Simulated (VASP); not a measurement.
Crystal: PbO2.

```xyz
6
Lattice="4.9950 0.0000 0.0000 0.0000 4.9950 0.0000 0.0000 0.0000 3.4090" Properties=species:S:1:pos:R:3 pbc="T T T"
Pb    2.4975    2.4975    1.7045
Pb    0.0000    0.0000    0.0000
O     3.4594    3.4594    0.0000
O     4.0331    0.9619    1.7045
O     0.9619    4.0331    1.7045
O     1.5356    1.5356    0.0000
```

The cell is a database's computed one.

| Item | Value |
| --- | --- |
| Program | VASP 6.6.1 |
| Task | relaxation of cell and atoms |
| Functional | PBE |
| Dispersion | D3(BJ) |
| Potentials or basis | VASP PAW PBE potentials, release 64 (Pb_d, O) |
| Cutoff | 600 eV |
| k mesh | 6 × 6 × 8 |
| Occupations | gaussian, width 0.02 eV |
| Spin | no spin polarisation |

At the start: pressure 3.3 GPa; volume 14.18 Å³/atom.

Where does the relaxation end?

Over 5 steps the energy falls by 3.5 meV/atom and the volume is 14.51 Å³/atom (+2.4 %); space group P4_2/mnm (No. 136, to 0.05 Å).

Step by step:
| step | energy change (eV) | largest force (eV/Å) | pressure (GPa) | volume (Å³) |
| --- | --- | --- | --- | --- |
| 1 | 0.0000 | 0.0518 | 3.30 | 85.05 |
| 2 | -0.0082 | 0.0753 | -2.34 | 88.70 |
| 3 | -0.0209 | 0.0225 | 0.02 | 87.06 |
| 4 | -0.0209 | 0.0237 | -0.04 | 87.10 |
| 5 | -0.0209 | 0.0076 | 0.05 | 87.06 |

Final structure:
```
CELL_PARAMETERS angstrom
5.02935 0.00000 0.00000
0.00000 5.02935 0.00000
0.00000 0.00000 3.44178
ATOMIC_POSITIONS crystal
Pb 0.50000 0.50000 0.50000
Pb 0.00000 0.00000 0.00000
O 0.69263 0.69263 0.00000
O 0.80737 0.19263 0.50000
O 0.19263 0.80737 0.50000
O 0.30737 0.30737 0.00000
```
